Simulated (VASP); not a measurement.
The system is Ir.

```
Ir
1.0
     2.79895    0.00000    0.00000
    -1.39948    2.42396    0.00000
     0.00000    0.00000    9.02718
Ir
4
Direct
  0.00000 0.00000 0.00000
  0.00000 0.00000 0.50000
  0.33333 0.66667 0.75000
  0.66667 0.33333 0.25000
```

The cell was built by a generator and needn't be a form met in nature.

| Property | Result |
| --- | --- |
| Program | VASP 6.6.1 |
| Task | relaxation of cell and atoms |
| Functional | PBE |
| Potentials or basis | VASP PAW PBE potentials, release 64 (Ir) |
| Cutoff | 600 eV |
| k mesh | 9 × 9 × 2 |
| Occupations | gaussian, width 0.1 eV |
| Spin | no spin polarisation |

At the start: pressure -15.4 GPa; volume 15.31 Å³/atom.

**Question.** How do energy, volume and symmetry change on relaxing?

**Answer.** Over 7 steps the energy falls by 38.7 meV/atom and the volume is 14.55 Å³/atom (-5.0 %); space group P6_3/mmc (No. 194, to 0.05 Å).

Step by step:
| step | energy change (eV) | largest force (eV/Å) | pressure (GPa) | volume (Å³) |
| --- | --- | --- | --- | --- |
| 1 | 0.0000 | 0.0000 | -15.39 | 61.25 |
| 2 | 2.0233 | 0.0000 | 90.97 | 49.11 |
| 3 | -0.1536 | 0.0000 | -1.22 | 58.42 |
| 4 | -0.1544 | 0.0000 | -0.27 | 58.26 |
| 5 | -0.1544 | 0.0000 | 0.12 | 58.21 |
| 6 | -0.1546 | 0.0000 | 0.04 | 58.21 |
| 7 | -0.1549 | 0.0000 | 0.05 | 58.21 |

Final structure:
```yaml
crystal:
  lattice:
    - [2.74765, 0.00000, 0.00000]
    - [-1.37382, 2.37953, 0.00000]
    - [0.00000, 0.00000, 8.90267]
  atoms:
    - { symbol: Ir, position: [0.00000, 0.00000, 0.00000] }
    - { symbol: Ir, position: [0.00000, 0.00000, 0.50000] }
    - { symbol: Ir, position: [0.33333, 0.66667, 0.75000] }
    - { symbol: Ir, position: [0.66667, 0.33333, 0.25000] }
```
